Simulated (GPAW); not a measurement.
Here is a GPAW 26.7.0 calculation.

Contents of run.py:

```python
from ase import Atoms
from ase.dft.bandgap import bandgap
from ase.io import write
from ase.units import GPa
from gpaw import GPAW, PW, setup_paths

setup_paths.insert(0, '.')

atoms = Atoms(['S', 'Mg'],
              cell=[[0.0, 2.8331200468, 2.8331200468],
                    [2.8331200468, 0.0, 2.8331200468],
                    [2.8331200468, 2.8331200468, 0.0]],
              scaled_positions=[[0.25, 0.25, 0.25],
                                [0.0, 0.0, 0.0]],
              pbc=True)

calc = GPAW(mode=PW(800),
            xc='PBEsol',
            kpts={'size': (8, 8, 8), 'gamma': True},
            occupations={'name': 'fermi-dirac', 'width': 0.05},
            nbands=16,
            convergence={'density': 1e-05, 'energy': 1e-05},
            maxiter=150,
            txt='gpaw.txt')
atoms.calc = calc
energy = atoms.get_potential_energy()
forces = atoms.get_forces()
stress = atoms.get_stress()
calc.write('gs.gpw')
write('result.traj', atoms)
print(f'Energy: {energy:.6f} eV')
print('Forces (eV/A):')
print(forces.round(4))
print('Stress (GPa):', (stress / GPa).round(3))
print('Fermi level:', round(calc.get_fermi_level(), 4), 'eV')
print(f'Gap: {bandgap(calc)[0]:.4f} eV, direct: {bandgap(calc, direct=True)[0]:.4f} eV')

path = atoms.cell.bandpath('GXWKGLUWLK,UX', npoints=60, eps=1e-4)
bs_calc = calc.fixed_density(kpts=path, symmetry='off', nbands=27,
                             convergence={'bands': 'CBM+6.0', 'eigenstates': 1e-6}, txt='bands.txt')
bs = bs_calc.band_structure()
bs.write('bs.json')
print(f'Gap on the path: {bandgap(bs_calc)[0]:.4f} eV')
```

Potentials or basis: PAW data sets generated in the run's folder for this functional, pw.

Run with:

```console
$ gpaw-setup -f PBEsol Mg S
$ OMP_NUM_THREADS=1 python run.py
```

(1) Predict the band gap on the k mesh.

(2) What does it give for the pressure?

## Answers

(1) 3.28 eV, direct.

(2) -0.4 GPa.
